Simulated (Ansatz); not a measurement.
## SCF convergence of CuO against the length of the Broyden history

These are results of DFT PBEsol, scalar-relativistic, plane waves, PAW (Ansatz 0.2.0), not measurements.

```yaml
crystal:
  lattice:
    - [2.34465, -1.71340, 0.00000]
    - [2.34465, 1.71340, 0.00000]
    - [-0.86055, 0.00000, 5.05944]
  atoms:
    - { symbol: Cu, position: [0.00320, 0.49680, 0.00000] }
    - { symbol: Cu, position: [0.49680, 0.00320, 0.50000] }
    - { symbol: O, position: [0.57140, 0.40560, 0.25370] }
    - { symbol: O, position: [0.40560, 0.57140, 0.75370] }
```

```json
{
  "plane-wave cutoff": "420 eV",
  "Γ-centred k-mesh": "16×16×8",
  "occupation rule": "Gaussian smearing, 0.1 eV",
  "spin treatment": "unpolarised"
}
```

Each run starts from superposed atomic densities and uses Broyden mixing with its automatic preconditioner, at most 120 iterations and the default threshold on the density residual; only the length of the Broyden history differs.

Problem. Order these values of the length of the Broyden history from fewest iterations to most.
A. 16
B. 3
C. 5
D. 8

Solution. C (12 iterations), D (13 iterations), B (14 iterations), A (15 iterations).

```json
{"length of the Broyden history": "3", "iterations": "14", "converged": "yes", "density residual (eV) at iterations 1, 3, 5": "31 2.6 0.2"}
{"length of the Broyden history": "5", "iterations": "12", "converged": "yes", "density residual (eV) at iterations 1, 3, 5": "31 2.6 0.2"}
{"length of the Broyden history": "8", "iterations": "13", "converged": "yes", "density residual (eV) at iterations 1, 3, 5": "31 2.6 0.2"}
{"length of the Broyden history": "16", "iterations": "15", "converged": "yes", "density residual (eV) at iterations 1, 3, 5": "31 2.6 0.2"}
```

Cost: 4 runs of about 5 core-minutes in all, on Intel Xeon Platinum 8488C (Sapphire Rapids) (shared hosts).